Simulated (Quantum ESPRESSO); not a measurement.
**CdSe (Cadmoselite): equation of state with PBEsol**

Crystal: CdSe (Cadmoselite).

```
CELL_PARAMETERS angstrom
4.30000 0.00000 0.00000
-2.15000 3.72391 0.00000
0.00000 0.00000 7.02000
ATOMIC_POSITIONS crystal
Cd 0.66667 0.33333 0.50000
Cd 0.33333 0.66667 0.00000
Se 0.66667 0.33333 0.88500
Se 0.33333 0.66667 0.38500
```

```
Program             : Quantum ESPRESSO 7.5
Task                : equation of state
Functional          : PBEsol
Potentials or basis : GBRV 1.5 PBEsol
Cutoff              : 612 eV
Density cutoff      : 4898 eV
k mesh              : 7 × 7 × 4
Occupations         : fermi-dirac, width 0.05 eV
Spin                : no spin polarisation
```

| Property | Result |
| --- | --- |
| Equilibrium volume | 28.32 Å³/atom |
| Bulk modulus at fixed shape and positions | 52 GPa |
| Pressure derivative of the bulk modulus | 4.7 |

Energy against volume, from the lowest point:
| volume (Å³/atom) | energy (meV/atom) |
| --- | --- |
| 26.416 | 23.21 |
| 26.978 | 10.93 |
| 27.540 | 3.35 |
| 28.102 | 0.00 |
| 28.665 | 0.41 |
| 29.227 | 4.17 |
| 29.789 | 10.93 |

All runs of the series together: 6.5 min on 2 threads of Intel(R) Xeon(R) Platinum 8259CL CPU @ 2.50GHz (Skylake/Cascade Lake), on a shared host.

Caveat: the cell was scaled at fixed shape and fractional positions, which overstates the stiffness of a crystal with free parameters, most of all of layers and chains.
